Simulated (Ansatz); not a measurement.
Structure: KF built on the CsCl prototype, at its r2SCAN minimum. Space group Pm-3m (No. 221), cubic; a = 3.179 Å in the conventional setting, 16.06 Å³ an atom. K is surrounded by 8 F at 2.75 Å; F is surrounded by 8 K at 2.75 Å.

```
K F
1.0
     3.17887    0.00000    0.00000
     0.00000    3.17887    0.00000
     0.00000    0.00000    3.17887
K F
1 1
Direct
  0.00000 0.00000 0.00000
  0.50000 0.50000 0.50000
```

3 runs of the PAW code Ansatz on this cell differ in the functional (and in the settings that go with it). Levels are in eV from each run's valence top; v1 is the last filled band, c1 the first empty one.

Run A, mean stress +3.4 GPa (compression positive):
```
point      v5     v3     v1     c1     c2     c3
    Γ   -9.76   0.00   0.00  18.83  20.92  20.92
    X   -9.56  -1.36  -0.19  22.39  22.47  24.19
    M  -10.92  -0.63  -0.01  21.30  21.84  25.80
    R  -10.55  -1.24  -1.24  23.99  23.99  23.99
```

Run B, mean stress +2.9 GPa (compression positive):
```
point      v5     v3     v1     c1     c2     c3
    Γ   -9.78  -0.04  -0.04   6.82   8.39   8.39
    X   -9.64  -1.32  -0.19   9.44   9.86  11.63
    M  -10.71  -0.63   0.00   8.68   9.25  12.11
    R  -10.46  -1.17  -1.17  10.77  10.77  10.77
```

Run C, mean stress -3.8 GPa (compression positive):
```
point      v5     v3     v1     c1     c2     c3
    Γ   -9.50  -0.03  -0.03   6.46   8.18   8.18
    X   -9.35  -1.39  -0.19   9.29   9.61  11.30
    M  -10.49  -0.64   0.00   8.48   9.01  12.04
    R  -10.21  -1.22  -1.22  10.63  10.63  10.63
```

Task: Match the runs to LDA, PBE, Hartree-Fock.

Result: A is Hartree-Fock, B is PBE, C is LDA. In order of the gap: LDA 6.46, PBE 6.82, Hartree-Fock 18.83 eV.

Note: simulated data, non-magnetic, for a generated structure that need not be the stable one.

The program warns that its thresholds are loose for a hybrid's stress.

The meshes of the hybrids are coarse, so their gaps aren't converged to the digits shown.
